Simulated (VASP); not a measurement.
Crystal: YN.

```xyz
2
Lattice="0.0000 2.4385 2.4385 2.4385 0.0000 2.4385 2.4385 2.4385 0.0000" Properties=species:S:1:pos:R:3 pbc="T T T"
Y     0.0000    0.0000    0.0000
N     2.4385    2.4385    2.4385
```

Base run:

* Program: VASP 6.6.1
* Functional: PBE
* Potentials or basis: VASP PAW PBE potentials, release 64 (Y_sv_GW, N_GW)
* Cutoff: 550 eV
* k mesh: 9 × 9 × 9
* Occupations: gaussian, width 0.02 eV
* Spin: no spin polarisation

Its results: band gap on the k mesh 0.24 eV, indirect (least direct gap 0.64 eV); pressure 2.6 GPa.

Problem. The run is repeated on the same cell with these changes: functional from PBE to PBEsol; potentials or basis from VASP PAW PBE potentials, release 64 (Y_sv_GW, N_GW) to VASP PAW PBE potentials, release 64 (Y_sv, N); cutoff from 550 eV to 520 eV. What comes out?

Solution. Band gap on the k mesh 0.15 eV, indirect (least direct gap 0.56 eV); pressure -2.2 GPa.

Caveats: an odd mesh through Γ misses points on the zone boundary, where band edges often lie; the PAW data sets were made with another functional, which shifts forces and pressure a little (some runs).
